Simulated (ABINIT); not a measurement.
The system is ZnO (zincite).

```
Zn O
1.0
     3.24931    0.00000    0.00000
    -1.62465    2.81398    0.00000
     0.00000    0.00000    5.20571
Zn O
2 2
Direct
  0.66667 0.33333 0.00000
  0.33333 0.66667 0.50000
  0.33333 0.66667 0.87901
  0.66667 0.33333 0.37901
```

Base run:

```yaml
Program: ABINIT 10.8.3 (patched build)
Functional: SCAN
Potentials_or_basis: JTH PAW PBE v2.0
Cutoff: 762 eV
k_mesh: 9 × 9 × 5
Occupations: fermi-dirac, width 0.05 eV
Spin: no spin polarisation
```

Its results: band gap on the k mesh 1.14 eV, direct; pressure -2.3 GPa; largest force 0.095 eV/Å.

After a change of settings the same cell gave: band gap on the k mesh 0.68 eV, direct; pressure -2.1 GPa; largest force 0.063 eV/Å. Which change was it?
A. functional from SCAN to PW91
B. functional from SCAN to LDA
C. functional from SCAN to WC
D. functional from SCAN to r2SCAN

C.

SCAN gives the wider gap, since meta-GGAs in the generalised Kohn-Sham scheme recover part of the derivative discontinuity.

Caveats: the PAW data sets were made with another functional, which shifts forces and pressure a little.

Runs at the PBE level aren't shown here.
